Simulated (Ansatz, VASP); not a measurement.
Ge in VASP and in Ansatz

```
Ge
1.0
    -1.64667    1.64667    1.64667
     1.64667   -1.64667    1.64667
     1.64667    1.64667   -1.64667
Ge
1
Direct
  0.00000 0.00000 0.00000
```

Alike in both runs: functional LDA; k mesh 19 × 19 × 19; occupations fermi-dirac, width 0.08 eV; no spin polarisation.

Ansatz relaxed the structure, and its values are those at the end. VASP's run is a single point on that final structure, the one shown.

|  | VASP | Ansatz |
| --- | --- | --- |
| version | VASP 6.6.1 | Ansatz 0.2.0 |
| potentials or method | VASP PAW LDA potentials, release 64 (Ge_d) | PAW with Ansatz's default frozen-core files, scalar-relativistic |
| plane-wave cutoff (eV) | 520 | 420 |
| valence electrons in the cell | 14 | 14 |

```tsv
	VASP	Ansatz	Ansatz less VASP
pressure (GPa)	0.0	0.0	-0.01
```
